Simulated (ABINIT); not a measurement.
Runs of ABINIT 10.8.3 (patched build) on Mg. It takes space group P6_3/mmc (No. 194, hexagonal). Conventional cell: a = 3.209 Å, b = 3.209 Å, c = 5.210 Å, α = 90.00°, β = 90.00°, γ = 120.00°. Mg (site symmetry -6m2) is surrounded by 12 Mg at 3.20 to 3.21 Å. 

```tsv
task	level	potentials or basis	cell	k mesh	cutoff (eV)	fine-grid cutoff	cell freedom (optcell)	cutoff smearing ecutsm (Ha)	optimiser (ionmov)	force stop (Ha/bohr)	mesh quality	gap on the mesh (eV)	pressure (GPa)	V0 of scaled cells (Å³/atom)	B0 (GPa)
single point	LDA	JTH PAW LDA v2.0	as given	6 × 6 × 3	408	816.342 eV	-	-	-	-	coarse	none	-	-	-
single point	LDA	JTH PAW LDA v2.0	as given	4 × 4 × 2	408	816.342 eV	-	-	-	-	coarse	none	-	-	-
relaxation of cell and atoms	revPBE+D3(BJ)	JTH PAW PBE v2.0	relaxed	10 × 10 × 5	408	816.342 eV	1	0.5	22	5e-05	not flagged	none	-	-	-
equation of state	RPBE+D3	JTH PAW PBE v2.0	as given	10 × 10 × 5	517	1034.03 eV	-	-	-	-	not flagged	-	-	23.48	30
single point	LDA	JTH PAW LDA v2.0	as given	13 × 13 × 6	408	816.342 eV	-	-	-	-	not flagged	none	-	-	-
band structure	AM05	JTH PAW PBE v2.0	as given	10 × 10 × 5	408	816.342 eV	-	-	-	-	not flagged	none	-	-	-
single point	PBEsol	JTH PAW PBE v2.0	as given	4 × 4 × 2	408	816.342 eV	-	-	-	-	coarse	none	-	-	-
equation of state	SOGGA	JTH PAW PBE v2.0	as given	10 × 10 × 5	517	1034.03 eV	-	-	-	-	not flagged	-	-	(a)	38
band structure	r2SCAN	JTH PAW PBE v2.0	as given	10 × 10 × 5	626	1224.51 eV	-	-	-	-	not flagged	none	(b)	-	-
equation of state	AM05	JTH PAW PBE v2.0	as given	10 × 10 × 5	517	1034.03 eV	-	-	-	-	not flagged	-	-	22.63	38
single point	PBEsol	JTH PAW PBE v2.0	as given	6 × 6 × 3	517	1034.03 eV	-	-	-	-	coarse	none	-1.4	-	-
```

Alike in all rows: no spin polarisation; smearing fermi-dirac 0.05 eV.

Question: Estimate the missing entries.

Answer: (a) 22.49; (b) -0.9.

Caveats: some runs use coarse meshes; the PAW data sets were made with another functional, which shifts forces and pressure a little (some runs); pressures at fixed basis lie under the slope of the energies (some runs); the cell was scaled at fixed shape and fractional positions, which overstates the stiffness of a crystal with free parameters, most of all of layers and chains (some runs); pairwise dispersion overbinds metals, which lowers pressure and volume (some runs).

A gap of «none» marks a metal or a gap under the smearing width.

Runs at the PBE level aren't shown here.
